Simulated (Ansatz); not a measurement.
**MnSi: stable or not**

It was relaxed at this level from a cell as deposited in COD.

Computed with Ansatz 0.2.0, DFT PBE, scalar-relativistic, plane waves, PAW. Settings of the last relaxation (8-atom cell): 420 eV, 8×8×8 k points, Gaussian smearing of 0.10 eV, collinear spin.

```cif
data_structure
_symmetry_space_group_name_H-M 'P 1'
_symmetry_Int_Tables_number 1
_cell_length_a 4.5176
_cell_length_b 4.5176
_cell_length_c 4.5176
_cell_angle_alpha 90.000
_cell_angle_beta 90.000
_cell_angle_gamma 90.000
_cell_volume 92.20
loop_
_atom_site_label
_atom_site_type_symbol
_atom_site_fract_x
_atom_site_fract_y
_atom_site_fract_z
_atom_site_occupancy
Mn1 Mn 0.13644 0.13644 0.13644 1
Mn2 Mn 0.36356 0.86356 0.63644 1
Mn3 Mn 0.63644 0.36356 0.86356 1
Mn4 Mn 0.86356 0.63644 0.36356 1
Si1 Si 0.84529 0.84529 0.84529 1
Si2 Si 0.65471 0.15471 0.34529 1
Si3 Si 0.34529 0.65471 0.15471 1
Si4 Si 0.15471 0.34529 0.65471 1
```

Formation energies are uncorrected and refer to the elements' standard structures at the same level.

**Question.** These tests were run: energy against the elements; random kick, then relaxation without symmetry; elastic tensor. What do they show?

**Answer.**

| test | result |
| --- | --- |
| energy against the elements | −0.45 eV/atom |
| random kick, then relaxation without symmetry | returns |
| elastic tensor | least eigenvalue 143 GPa |

It fails none of these tests. Competing phases weren't compared here. Phonons away from Γ weren't computed.

The magnetic state reached may not be the lowest. The kick test ran on a coarse mesh. The run for the elastic tensor used an 8×8×8 k mesh and Gaussian smearing of 0.20 eV. The cell carries site moments Mn 1.0 (×4) μB.
